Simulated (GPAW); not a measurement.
# BaS (Fm-3m) in GPAW: dielectric tensor with LDA

Aim: the dielectric tensor of BaS with LDA.

All numbers are computed with GPAW 26.7.0; they aren't measurements. Logs are shortened: lines on timing, memory, paths and dates and some standing lists are left out, and cuts for length are marked. The log counts tension as positive stress, the text compression.

**What was measured.**

A printed reference work, monograph, original work of 1988 reports, for a bulk crystal of BaS at 2 K: band gap 3.806 eV (indirect).

The runs below are set against these values where they give the same quantity.

**1. Starting point**

The structure is cubic, space group Fm-3m (No. 225). Conventional cell: a = 6.388 Å, b = 6.388 Å, c = 6.388 Å, α = 90.00°, β = 90.00°, γ = 90.00°. Around Ba (site symmetry m-3m) lie 6 S at 3.19 Å. Around S (site symmetry m-3m) lie 6 Ba at 3.19 Å.

**2. Dielectric tensor, LDA**

Input file run.py:

```python
import numpy as np
from ase import Atoms
from ase.dft.bandgap import bandgap
from ase.io import write
from gpaw import GPAW, PW
from gpaw.response.df import DielectricFunction

atoms = Atoms(['Ba', 'S'],
              cell=[[0.0, 3.19375, 3.19375],
                    [3.19375, 0.0, 3.19375],
                    [3.19375, 3.19375, 0.0]],
              scaled_positions=[[0.0, 0.0, 0.0],
                                [0.5, 0.5, 0.5]],
              pbc=True)

calc = GPAW(mode=PW(450),
            xc='LDA',
            kpts={'size': (6, 6, 6), 'gamma': True},
            occupations={'name': 'fermi-dirac', 'width': 0.001},
            nbands=16,
            convergence={'density': 1e-06},
            maxiter=150,
            txt='gpaw.txt')
atoms.calc = calc
energy = atoms.get_potential_energy()
calc.write('gs.gpw')
write('result.traj', atoms)
print(f'Energy: {energy:.6f} eV')
print('Fermi level:', round(calc.get_fermi_level(), 4), 'eV')
print(f'Gap: {bandgap(calc)[0]:.4f} eV, direct: {bandgap(calc, direct=True)[0]:.4f} eV')

for size in [(13, 13, 13), (18, 18, 18)]:
    name = 'x'.join(str(n) for n in size)
    dense = calc.fixed_density(kpts={'size': size, 'gamma': True},
                               nbands=34, convergence={'bands': 28, 'eigenstates': 1e-7},
                               update_fermi_level=True, txt=f'dense-{name}.txt')
    dense.write(f'{name}.gpw', mode='all')
    df = DielectricFunction(f'{name}.gpw', frequencies=np.array([0.0]), hilbert=False, eta=0.001,
                            ecut=80, nbands=28, intraband=False, txt=f'df-{name}.txt')
    for xc in ['RPA', 'ALDA_X', 'LR0.2']:
        for direction in ['x', 'y', 'z', [0, 1, 1], [1, 0, 1], [1, 1, 0]]:
            e0, e = df.get_macroscopic_dielectric_constant(xc=xc, direction=direction)
            print(f'{name} {xc} {direction}: {e0:.4f} without, {e:.4f} with local fields')
```

Potentials or basis: the program's PAW data sets (release 1.2.1) made for this functional, pw.

Launch:

```console
$ OMP_NUM_THREADS=1 python run.py
```

gpaw.txt:

```text
__  _  _
 | _ |_)|_||  |
 |__||  | ||/\| - 26.7.0

Input parameters:
  mode=PW(ecut=450.00000000000006),
  convergence={'density': 1e-06},
  kpts=MonkhorstPack(size=(6, 6, 6), gamma=True),
  maxiter=150,
  nbands=16,
  occupations=Occupations(name='fermi-dirac', width=0.001),
  xc=XC(name='LDA')

Diagonalizing LCAO Hamiltonian
Converting LCAO to pw mode

                 S

       Ba

Atoms  # Å, Bohr magnetons
|   | symbol |        x |        y |        z |    initial magnetic moments |
|---|--------|----------|----------|----------|-----------------------------|
| 0 |     Ba | 0.000000 | 0.000000 | 0.000000 | ( 0.0000,  0.0000,  0.0000) |
| 1 |      S | 3.193750 | 3.193750 | 3.193750 | ( 0.0000,  0.0000,  0.0000) |

Unit cell  # Å
| periodic |        x |        y |        z |  lengths |    angles |
|----------|----------|----------|----------|----------|-----------|
|      yes | 0.000000 | 3.193750 | 3.193750 | 4.516645 | 60.000000 |
|      yes | 3.193750 | 0.000000 | 3.193750 | 4.516645 | 60.000000 |
|      yes | 3.193750 | 3.193750 | 0.000000 | 4.516645 | 60.000000 |

Number of symmetries: 48
Symmetry operations  # r_c * U_cc + t_c -> r_c
|    | kind |            matrix            |
|----|------|------------------------------|
|  0 |  σ   |  1, 0, 0,  1, 0,-1,  1,-1, 0 |
|  1 |  C2  |  1, 0, 0,  1,-1, 0,  1, 0,-1 |
|  2 |  E   |  1, 0, 0,  0, 1, 0,  0, 0, 1 |
|  3 |  σ   |  1, 0, 0,  0, 0, 1,  0, 1, 0 |
|  4 |  C4  |  1, 0,-1,  1, 0, 0,  1,-1, 0 |
|  5 |  S6  |  1, 0,-1,  1,-1, 0,  1, 0, 0 |
|  6 |  σ   |  1, 0,-1,  0, 1,-1,  0, 0,-1 |
|  7 |  C3  |  1, 0,-1,  0, 0,-1,  0, 1,-1 |
|  8 |  S6  |  1,-1, 0,  1, 0, 0,  1, 0,-1 |
|  9 |  C4  |  1,-1, 0,  1, 0,-1,  1, 0, 0 |
| 10 |  C3  |  1,-1, 0,  0,-1, 1,  0,-1, 0 |
| 11 |  σ   |  1,-1, 0,  0,-1, 0,  0,-1, 1 |
| 12 |  σ   |  0, 1, 0,  1, 0, 0,  0, 0, 1 |
| 13 |  C4  |  0, 1, 0,  0, 1,-1, -1, 1, 0 |
| 14 |  C3  |  0, 1, 0,  0, 0, 1,  1, 0, 0 |
| 15 |  S6  |  0, 1, 0, -1, 1, 0,  0, 1,-1 |
| 16 |  C2  |  0, 1,-1,  1, 0,-1,  0, 0,-1 |
| 17 |  σ   |  0, 1,-1,  0, 1, 0, -1, 1, 0 |
| 18 |  S4  |  0, 1,-1,  0, 0,-1,  1, 0,-1 |
| 19 |  C4  |  0, 1,-1, -1, 1, 0,  0, 1, 0 |
| 20 |  C3  |  0, 0, 1,  1, 0, 0,  0, 1, 0 |
| 21 |  σ   |  0, 0, 1,  0, 1, 0,  1, 0, 0 |
| 22 |  S6  |  0, 0, 1,  0,-1, 1, -1, 0, 1 |
| 23 |  C4  |  0, 0, 1, -1, 0, 1,  0,-1, 1 |
| 24 |  S4  |  0, 0,-1,  1, 0,-1,  0, 1,-1 |
| 25 |  C3  |  0, 0,-1,  0, 1,-1,  1, 0,-1 |
| 26 |  C2  |  0, 0,-1,  0,-1, 0, -1, 0, 0 |
| 27 |  S6  |  0, 0,-1, -1, 0, 0,  0,-1, 0 |
| 28 |  S4  |  0,-1, 1,  1,-1, 0,  0,-1, 0 |
| 29 |  C4  |  0,-1, 1,  0, 0, 1, -1, 0, 1 |
| 30 |  C2  |  0,-1, 1,  0,-1, 0,  1,-1, 0 |
| 31 |  σ   |  0,-1, 1, -1, 0, 1,  0, 0, 1 |
| 32 |  C3  |  0,-1, 0,  1,-1, 0,  0,-1, 1 |
| 33 |  S6  |  0,-1, 0,  0, 0,-1, -1, 0, 0 |
| 34 |  S4  |  0,-1, 0,  0,-1, 1,  1,-1, 0 |
| 35 |  C2  |  0,-1, 0, -1, 0, 0,  0, 0,-1 |
| 36 |  C2  | -1, 1, 0,  0, 1, 0,  0, 1,-1 |
| 37 |  S6  | -1, 1, 0,  0, 1,-1,  0, 1, 0 |
| 38 |  S4  | -1, 1, 0, -1, 0, 1, -1, 0, 0 |
| 39 |  C3  | -1, 1, 0, -1, 0, 0, -1, 0, 1 |
| 40 |  S6  | -1, 0, 1,  0, 0, 1,  0,-1, 1 |
| 41 |  C2  | -1, 0, 1,  0,-1, 1,  0, 0, 1 |
| 42 |  C3  | -1, 0, 1, -1, 1, 0, -1, 0, 0 |
| 43 |  S4  | -1, 0, 1, -1, 0, 0, -1, 1, 0 |
| 44 |  C2  | -1, 0, 0,  0, 0,-1,  0,-1, 0 |
| 45 |  i   | -1, 0, 0,  0,-1, 0,  0, 0,-1 |
| 46 |  σ   | -1, 0, 0, -1, 1, 0, -1, 0, 1 |
| 47 |  C2  | -1, 0, 0, -1, 0, 1, -1, 1, 0 |

BZ-sampling:
  Number of BZ points: 216
  Number of IBZ points: 16

  Monkhorst-Pack size: [6, 6, 6]
  Monkhorst-Pack shift: [0.08333333333333333, 0.08333333333333333, 0.08333333333333333]

K-points  # in reciprocal-cell coordinates
|     |                                coordinates |     weight |
|-----|--------------------------------------------|------------|
|   0 | (  0.00000000,   0.00000000,   0.00000000) | 0.00462963 |
|   1 | (  0.16666667,   0.16666667,   0.00000000) | 0.02777778 |
|   2 | (  0.16666667,   0.16666667,   0.16666667) | 0.03703704 |
|   3 | (  0.33333333,   0.16666667,   0.16666667) | 0.05555556 |
|   4 | (  0.33333333,   0.33333333,  -0.33333333) | 0.05555556 |
|   5 | (  0.33333333,   0.33333333,   0.00000000) | 0.02777778 |
|   6 | (  0.33333333,   0.33333333,   0.16666667) | 0.11111111 |
|   7 | (  0.33333333,   0.33333333,   0.33333333) | 0.03703704 |
|   8 | (  0.50000000,   0.33333333,  -0.33333333) | 0.11111111 |
|   9 | (  0.50000000,   0.33333333,  -0.16666667) | 0.05555556 |
| ... |                                            |            |
|  15 | (  0.50000000,   0.50000000,   0.50000000) | 0.01851852 |

Plane wave coefficients: 1428
Cutoff: 450.00000000000006 eV

Spin-components: 1 (collinear spins)
Bands:           16
Projectors:      11
Spin-degeneracy: 2
Datatype:        complex128

Parallelization:
  kpt:    1
  domain: 1
  band:   1

Density:
  Valence electrons: 16.0
  Components: 1
  Grid points: [24 24 24]
  Charge: 0.0  # |e|

Potential:
  Grid points: [24 24 24]

species:
  Ba:
    name:    Barium
    Z:       56.0
    valence: 10
    core:    46
    charge:  0.0  # [|e|]
    compensation charges:
      type: gauss
      rc: 0.37  # [Å]
      lmax: 2
    cutoffs:
      filter: 2.06  # [Å]
      core: 2.33  # [Å]
    projectors
    | kind |    occ | energy [eV] | rcut [Å] |
    |------|--------|-------------|----------|
    |   5s |  2.000 |     -33.774 |    1.164 |
    |   6s |  2.000 |      -3.346 |    1.164 |
    |   5p |  6.000 |     -18.813 |    1.164 |
    |    p |        |       0.000 |    1.164 |
    |    d |        |       0.000 |    1.164 |
    |    d |        |      27.211 |    1.164 |

    Using partial waves for Ba as LCAO basis

  S:
    name:    Sulfur
    Z:       16.0
    valence: 6
    core:    10
    charge:  0.0  # [|e|]
    compensation charges:
      type: gauss
      rc: 0.24  # [Å]
      lmax: 2
    cutoffs:
      filter: 1.77  # [Å]
      core: 1.66  # [Å]
    projectors
    | kind |    occ | energy [eV] | rcut [Å] |
    |------|--------|-------------|----------|
    |   3s |  2.000 |     -17.278 |    0.974 |
    |   3p |  4.000 |      -7.106 |    0.979 |
    |    s |        |       9.933 |    0.974 |
    |    p |        |      20.105 |    0.979 |
    |    d |        |       0.000 |    0.900 |

    Using partial waves for S as LCAO basis

Reference energy: -231932.357496  # eV

eigensolver:
  PPCG
  Converge bands: occupied
  niter=2

density mixing:
  MSR1-Mixer
  Pratt-step length: 0.05
  Maximum mixing coefficient: 0.75
  Old densities: 10
  SVD Regularization: 0.005
  Good broyden scale: 1.0
  Trust region scale: 1.0
  Backstep threshold: 4.0
  History deletion threshold: 6.0
  Fourier metric: weight=20.0, sigma=0.015

occupation numbers:
  Fermi-Dirac:
    width: 0.0010  # eV

poisson solver:
  ecut: 3600.0000000000005  # eV

xc functional:
  name: None

convergence criteria:
- Maximum integral of absolute [dens]ity change: 1e-06 electrons / valence electron
- Maximum [total energy] change in last 3 cyles: 0.0005 eV / valence electron
- Maximum integral of absolute [eigenst]ate change: 4e-08 eV^2 / valence electron
maximum number of iterations: 150

SCF iterations
|iter     | |      energy | eigst |  dens |
|---------|-|-------------|-------|-------|
|iter:   1| |  -11.614664 | -0.27 |       |
|iter:   2| |  -11.518420 | -2.16 | -1.04 |
|iter:   3| |  -11.158598 | -1.95 | -1.09 |
|iter:   4| |  -11.151209 | -3.51 | -1.57 |
|iter:   5| |  -11.150045 | -4.25 | -1.96 |
|iter:   6| |  -11.150042c| -5.60 | -2.94 |
|iter:   7| |  -11.150043c| -7.25 | -3.64 |
|iter:   8| |  -11.150043c| -8.31c| -4.09 |
|iter:   9| |  -11.150043c| -9.44c| -5.64 |
|iter:  10| |  -11.150043c|-10.08c| -6.07c|

Converged in 10 steps
Energy contributions relative to reference atoms: (reference = -231932.357496)

Energy contributions:
  Kinetic:           8.699516
  Coulomb:          -7.724763
  Zero:             -0.036856
  External:          0.000000
  Xc:              -12.087941
  Entropy:          -0.000000
  Spinorbit:         0.000000
  ----------------------------
  Free energy:     -11.150043
  Extrapolated:    -11.150043

dipole moment: (-38.547786, -38.547786, -38.547786)  # |e|*Ang

Fermi level: 5.761
Eigenvalues  # (at kpt = [0.000, 0.000, 0.000])
| band index |      eig [eV] | occ [0-2] |
|------------|---------------|-----------|
|          0 |       -21.451 |     2.000 |
|          1 |        -6.482 |     2.000 |
|          2 |        -6.482 |     2.000 |
|          3 |        -6.482 |     2.000 |
|          4 |        -5.714 |     2.000 |
|          5 |         4.602 |     2.000 |
[... 8 lines left out ...]
|         14 |        12.954 |     0.000 |
|         15 |        19.353 |     0.000 |

Gap: 1.933 eV
Transition (v -> c):
  (s=0, k=0, n=7, [0.00, 0.00, 0.00]) -> (s=0, k=12, n=8, [0.50, 0.50, 0.00])
Direct/indirect transitions are different
Direct gap: 2.068 eV
Transition at: (s=0, k=12, n=7, [0.50, 0.50, 0.00])
# Writing to gs.gpw (mode='')
```

It took 3.3 min on 1 thread of Intel Xeon 6975P-C (Granite Rapids), shared host; peak memory 1.5 GiB.

Results:

| Property | Result |
| --- | --- |
| Free energy | -11.1500 eV |
| Band gap on the k mesh | 1.93 eV, indirect (least direct gap 2.07 eV) |
| Electronic dielectric tensor (diagonal) | 4.75 |

Electronic dielectric tensor:
```
4.75 0.00 0.00
0.00 4.75 0.00
0.00 0.00 4.75
```

Caveat: the long-wavelength limit can be off by a per cent or two; spin-orbit coupling is left out, which moves the levels of the heavy elements.

**3. Comparison with measurements**

Step 2. A measured gap of BaS is 3.806 eV (indirect; 2 K; a printed reference work, monograph, original work of 1988); the calculated 1.93 eV misses it by -1.87 eV. Spin-orbit coupling on Ba is left out. The value is that of LDA on a finite k mesh, which can miss the band edges, without temperature or zero-point motion. Semilocal functionals fall short of measured gaps as a rule.
